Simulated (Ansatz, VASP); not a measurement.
**Two plane-wave programs on C**

File INCAR:

```
SYSTEM = C
  PREC = Accurate
  ENCUT = 600
  EDIFF = 1E-6
  ISMEAR = 0
  SIGMA = 0.02
  LREAL = .FALSE.
  LASPH = .TRUE.
  NELM = 100
  ALGO = Normal
  ISIF = 3
  LWAVE = .FALSE.
  LCHARG = .FALSE.
  GGA = PE
  IBRION = 2
  NSW = 100
  EDIFFG = -0.01
```

KPOINTS

```
regular mesh
0
G
  4 4 10
  0 0 0
```

File POSCAR:

```
C
1.0
    3.5965921090     -4.3302910085      0.0000000000
    3.5965921090      4.3302910085      0.0000000000
    0.0000000000      0.0000000000      2.5218084666
C
12
Direct
    0.2605289658      0.3609135499      0.7500000000
    0.3609135499      0.2605289658      0.2500000000
    0.5850205548      0.0001383692      0.7500000000
    0.7367105189      0.2632894811      0.7500000000
    0.3664354776      0.6335645224      0.7500000000
    0.2632894811      0.7367105189      0.2500000000
    0.4149794452      0.9998616308      0.2500000000
    0.6335645224      0.3664354776      0.2500000000
    0.7394710342      0.6390864501      0.2500000000
    0.0001383692      0.5850205548      0.2500000000
    0.9998616308      0.4149794452      0.7500000000
    0.6390864501      0.7394710342      0.7500000000
```

Input for Ansatz:

```yaml
crystal:
  lattice:
    - [3.596592109, -4.3302910085, 0.0]
    - [3.596592109, 4.3302910085, 0.0]
    - [0.0, 0.0, 2.5218084666]
  atoms:
    - { symbol: C, position: [0.2605289658, 0.3609135499, 0.75] }
    - { symbol: C, position: [0.3609135499, 0.2605289658, 0.25] }
    - { symbol: C, position: [0.5850205548, 0.0001383692, 0.75] }
    - { symbol: C, position: [0.7367105189, 0.2632894811, 0.75] }
    - { symbol: C, position: [0.3664354776, 0.6335645224, 0.75] }
    - { symbol: C, position: [0.2632894811, 0.7367105189, 0.25] }
    - { symbol: C, position: [0.4149794452, 0.9998616308, 0.25] }
    - { symbol: C, position: [0.6335645224, 0.3664354776, 0.25] }
    - { symbol: C, position: [0.7394710342, 0.6390864501, 0.25] }
    - { symbol: C, position: [0.0001383692, 0.5850205548, 0.25] }
    - { symbol: C, position: [0.9998616308, 0.4149794452, 0.75] }
    - { symbol: C, position: [0.6390864501, 0.7394710342, 0.75] }
basis:
  ecutwfc: 420
kpoints:
  mp_grid: { grid: [4, 4, 10] }
hamiltonian:
  xc: pbe
scf:
  occupations: { method: gaussian, width: 0.02 }
output:
  forces: true
  stress: true
  eigenvalues: true
  write_density: true
  write_potential: true
  elf: true
  volumetric_format: npy
relax:
  adjacent_minimum: "off"
  f_tol: 0.01
  max_steps: 80
  cell: { stress_tol: 0.05 }
```

Alike in both runs: task relaxation of cell and atoms; functional PBE; k mesh 4 × 4 × 10; occupations gaussian, width 0.02 eV; no spin polarisation.

|  | VASP | Ansatz |
| --- | --- | --- |
| version | VASP 6.6.1 | Ansatz 0.2.0 |
| potentials or method | VASP PAW PBE potentials, release 64 (C) | scalar-relativistic, plane waves, PAW |
| plane-wave cutoff (eV) | 600 | 420 |
| valence electrons in the cell | 48 | 48 |

VASP gave:

- gap on the k mesh at the Fermi level, each at its own relaxed structure (eV): 4.06
- relaxed volume (Å³/atom): 6.55
- relaxed cell length with the largest relative difference (Å): 2.522

Problem. What did Ansatz give for the same quantities?

Solution. gap on the k mesh at the Fermi level, each at its own relaxed structure (eV): 4.07; relaxed volume (Å³/atom): 6.55; relaxed cell length with the largest relative difference (Å): 2.521.
